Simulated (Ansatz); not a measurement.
# NbAs under changes of volume

One of the cells (17.395 Å³/atom); the others are scaled copies at fixed shape and fractional positions:

```
CELL_PARAMETERS angstrom
-1.72585 1.72585 5.84000
1.72585 -1.72585 5.84000
1.72585 1.72585 -5.84000
ATOMIC_POSITIONS crystal
Nb 0.50000 0.00000 0.50000
Nb 0.75000 0.75000 0.00000
As 0.91600 0.41600 0.50000
As 0.16600 0.16600 0.00000
```

| Property | Result |
| --- | --- |
| Program | Ansatz 0.2.0 |
| Functional | r2SCAN |
| Potentials or basis | Ansatz PAW |
| Cutoff | 500 eV (not typed: the program's choice for these potentials) |
| k mesh | 11 × 11 × 11 |
| Occupations | fermi-dirac, width 0.05 eV |
| Spin | no spin polarisation |

| volume (Å³/atom) | energy over the lowest point (meV/atom) | pressure (GPa) | largest force (eV/Å) |
| --- | --- | --- | --- |
| 16.351 | ? | ? | ? |
| 16.699 | 25.79 | 10.0 | 0.335 |
| 17.047 | 8.73 | 5.8 | 0.307 |
| 17.395 | 0.42 | 2.0 | 0.281 |
| 17.743 | 0.00 | -1.5 | 0.256 |
| 18.091 | 6.67 | -4.6 | 0.233 |
| 18.438 | 19.70 | -7.4 | 0.211 |

**Question.** What does the run at 16.351 Å³/atom give?

**Answer.** Energy over the lowest point 52.60 meV/atom; pressure 14.8 GPa; largest force 0.366 eV/Å.

Worked out: A Birch-Murnaghan fit of order 3 (a polynomial in V^(-2/3)) to the other rows has its minimum at 17.59 Å³/atom with B0 = V·E''(V) = 173 GPa and B' = 4.3 at fixed shape and positions, which overstates the stiffness. It gives 52.58 meV/atom at 16.351 Å³/atom, against the run's 52.60, and -dE/dV = 14.7 GPa, against 14.8.

Energies are extrapolated to zero smearing.

Caveats: the PAW data sets come from PBE, with cores solved anew for the run's functional, which leaves a small shift of forces and pressure.
